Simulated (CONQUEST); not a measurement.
The system is SnTe.

```
CELL_PARAMETERS angstrom
4.45597 0.00000 0.00000
0.00000 4.45597 0.00000
0.00000 0.00000 6.30170
ATOMIC_POSITIONS crystal
Te 0.00817 0.00814 0.50228
Te 0.50818 0.50814 0.00228
Sn 0.49335 0.50671 0.49688
Sn 0.99335 0.00671 0.99688
```

The cell isn't the ideal one: atoms moved at random, drawn with an rms of 0.05 Å.

Base run:

* Program: CONQUEST 1.3
* Functional: PBE
* Potentials or basis: PseudoDojo NC PBE, SZ, grid cutoff 120 Ha
* k mesh: 6 × 6 × 4
* Occupations: fermi-dirac, width 0.05 eV
* Spin: no spin polarisation

Its results: band gap on the k mesh 0.10 eV; pressure 7.8 GPa; largest force 0.111 eV/Å.

**Question.** The run is repeated on the same cell with these changes: potentials or basis from PseudoDojo NC PBE, SZ, grid cutoff 120 Ha to PseudoDojo NC PBE, DZ, grid cutoff 120 Ha. What comes out?

**Answer.** Band gap on the k mesh 0.07 eV; pressure 4.8 GPa; largest force 0.091 eV/Å.

Caveats: the atomic basis is small; spin-orbit coupling is left out, which moves the levels of the heavy elements; the basis of atomic orbitals isn't converged, which shifts pressures, moduli and gaps; the box holds several primitive cells, so bands are folded and the points are those of the box's own zone (some runs).

A k mesh can miss the band edges.
